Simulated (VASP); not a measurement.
Wanted: the native input for a VASP 6.6.1 run.

```yaml
Task: relaxation of the atoms
Functional: LDA
Potentials_or_basis: VASP PAW LDA potentials, release 64 (Zn, S)
Cutoff: 600 eV
k_mesh: 10 × 10 × 10
Occupations: gaussian, width 0.03 eV
Spin: no spin polarisation
Further_INCAR_settings: ALGO = Fast; EDIFF = 1e-07; IBRION = 2; EDIFFG = -0.01; NSW = 40
```

The structure of ZnS lies in POSCAR:

```
ZnS                                     
1.0
    0.0000000000      2.6859678609      2.6859678609
    2.6859678609      0.0000000000      2.6859678609
    2.6859678609      2.6859678609      0.0000000000
  Zn              S             
     1     1
Direct
     0.2500000000000000    0.2500000000000000    0.2500000000000000
     0.0000000000000000    0.0000000000000000    0.0000000000000000
```

The cell isn't the ideal one: a relaxed cell with its volume scaled by 1.04.

The input as run:

INCAR

```
PREC = Accurate
ENCUT = 600
EDIFF = 1E-7
ISMEAR = 0
SIGMA = 0.03
LREAL = False
LASPH = True
NELM = 80
ALGO = Fast
ISIF = 2
LWAVE = False
LCHARG = False
IBRION = 2
NSW = 40
EDIFFG = -0.01
```

KPOINTS

```
Automatic mesh
0
Gamma
  10 10 10
```

Potentials or basis: VASP PAW LDA potentials, release 64 (Zn, S).

The run is started by

```bash
$ cat potpaw_LDA.64/Zn/POTCAR potpaw_LDA.64/S/POTCAR > POTCAR
$ mpirun -np 1 vasp_std > vasp.out
```

It gave:

- Pressure after relaxing: -3.0 GPa
- Band gap on the k mesh: 1.97 eV, direct

Caveat: the relaxation stopped at its first step, so nothing moved.

It took 23 s on 1 thread of Intel(R) Xeon(R) 6975P-C (Granite Rapids) (shared host), peak memory 0.17 GiB.
